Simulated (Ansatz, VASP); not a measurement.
**One calculation of In, two programs**

```
CELL_PARAMETERS angstrom
5.33054 0.00000 0.00000
-2.66527 4.61638 0.00000
0.00000 0.00000 3.28740
ATOMIC_POSITIONS crystal
In 0.00000 0.00000 0.00000
In 0.33333 0.66667 0.50000
In 0.66667 0.33333 0.50000
```

Alike in both runs: task single point; functional LDA; k mesh 8 × 8 × 11; occupations fermi-dirac, width 0.1 eV; no spin polarisation.

|  | VASP | Ansatz |
| --- | --- | --- |
| version | VASP 6.6.1 | Ansatz 0.2.0 |
| potentials or method | VASP PAW LDA potentials, release 64 (In_d) | plane waves (420 eV) with PAW, scalar-relativistic |
| plane-wave cutoff (eV) | 520 | 420 |
| valence electrons in the cell | 39 | 39 |

VASP gave:

- pressure (GPa): -3.0
- largest component of the traceless stress (GPa): 0.09

Which values does Ansatz return?

Pressure (GPa): -3.0; largest component of the traceless stress (GPa): 0.11.

Ansatz warned: «pseudo_functional_mismatch».
